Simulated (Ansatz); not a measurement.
## Nb: relaxation of cell and atoms with HSE06

Crystal: Nb.

```
CELL_PARAMETERS angstrom
-1.66395 1.66395 1.66395
1.66395 -1.66395 1.66395
1.66395 1.66395 -1.66395
ATOMIC_POSITIONS crystal
Nb 0.00000 0.00000 0.00000
```

```yaml
Program: Ansatz 0.2.0
Task: relaxation of cell and atoms
Functional: HSE06
Potentials_or_basis: Ansatz PAW
Cutoff: "420 eV (not typed: the program's choice for these potentials)"
k_mesh: 6 × 6 × 6
Occupations: fermi-dirac, width 0.05 eV
Spin: no spin polarisation
```

| Item | Value |
| --- | --- |
| Relaxed volume | 17.43 Å³/atom |
| Relaxed cell | a = 2.829 Å, b = 2.829 Å, c = 2.829 Å, α = 109.47°, β = 109.47°, γ = 109.47° |
| Space group after relaxing (to 0.05 Å) | Im-3m (No. 229) |
| Energy gained by relaxing | 29.7 meV/atom |
| Ionic steps | 4 |
| Pressure after relaxing | 0.0 GPa |
| Band gap on the k mesh | none (metal or under the smearing width) |

The path:
| step | energy change (eV) | largest force (eV/Å) | volume (Å³) |
| --- | --- | --- | --- |
| 1 | 0.0000 | 0.0000 | 18.43 |
| 2 | -0.0295 | 0.0000 | 17.55 |
| 3 | -0.0299 | 0.0000 | 17.43 |
| 4 | -0.0297 | 0.0000 | 17.43 |

Final structure:
```yaml
crystal:
  lattice:
    - [-1.63333, 1.63333, 1.63333]
    - [1.63333, -1.63333, 1.63333]
    - [1.63333, 1.63333, -1.63333]
  atoms:
    - { symbol: Nb, position: [0.00000, 0.00000, 0.00000] }
```

Levels at points of the mesh, in eV from the Fermi level:
```tsv
k point	band 2	band 3	band 4	band 5	band 6	band 7	band 8	band 9
(0.00, 0.00, 0.00)	-31.93	-31.93	-31.93	-7.04	0.47	0.47	0.47	4.13
(0.00, 0.00, -0.50)	-33.65	-32.46	-31.94	-4.63	-2.27	2.41	4.13	4.90
(-0.50, -0.50, -0.50)	-33.08	-33.08	-33.08	-4.63	-4.63	6.57	6.57	6.57
```

Run time: 28 s on 2 threads of Intel(R) Xeon(R) Processor @ 2.70GHz, on a shared host, peak memory 0.63 GiB.

Caveat: the k mesh is coarse (spacing up to 0.45 Å⁻¹), so the values aren't converged, least of all with exact exchange; the plane-wave basis is chosen anew once the cell has moved, so the energies of steps on either side of that aren't comparable; the PAW data sets come from PBE, with cores solved anew for the run's functional, which leaves a small shift of forces and pressure.
